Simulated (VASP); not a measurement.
Input of a VASP 6.6.1 run:

run.py

```python
from ase import Atoms
from ase.calculators.vasp import Vasp

atoms = Atoms(
    ['W'],
    cell=[[-1.506323, 1.598326, 1.551135], [1.559761, -1.579415, 1.585661], [1.564679, 1.637771, -1.532224]],
    scaled_positions=[[-0.013733, -0.001484, 0.025362]],
    pbc=True,
)
calc = Vasp(
    directory='calc',
    xc='pbesol',
    pp='PBE',
    setups='materialsproject',
    prec='Accurate',
    encut=520,
    ediff=1e-06,
    ismear=0,
    sigma=0.01,
    lreal=False,
    lasph=True,
    nelm=60,
    algo='Fast',
    isif=2,
    lwave=False,
    lcharg=False,
    lmaxmix=4,
    ldautype=2,
    ldauprint=1,
    ivdw=12,
    ibrion=2,
    nsw=40,
    ediffg=-0.01,
    ldau_luj={'W': {'L': 2, 'U': 5.3, 'J': 0}},
    kpts=[12, 12, 12],
    gamma=True,
)
atoms.calc = calc

print('energy (eV):', atoms.get_potential_energy())
print('free energy (eV):', atoms.get_potential_energy(force_consistent=True))
print('forces (eV/A):')
print(atoms.get_forces())
print('stress (eV/A^3, Voigt):', atoms.get_stress())
print('Fermi level (eV):', calc.get_fermi_level())
print('cell (A, degrees):', atoms.cell.cellpar())
print('volume (A^3):', atoms.get_volume())
print('scaled positions:')
print(atoms.get_scaled_positions())
```

Potentials or basis: VASP PAW PBE potentials, release 64 (W_sv).

The run is started by

```sh
$ python run.py
```

**Question.** Predict the dispersion energy per atom.

**Answer.** -0.744 eV.

**Question.** Predict the band gap on the k mesh.

**Answer.** None (metal or under the smearing width).

Stress tensor (GPa, compression positive):
```
10.78 -5.96 -4.62
-5.96 -0.36 -0.87
-4.62 -0.87  9.32
```

Caveat: the relaxation stopped at its first step, so nothing moved; the PAW data sets were made with another functional, which shifts forces and pressure a little; U without spin polarisation on a metal has little footing; pairwise dispersion overbinds metals, which lowers pressure and volume; the U is typed as a test and isn't derived for this compound. Spin-orbit coupling is left out, which matters for the levels of W.
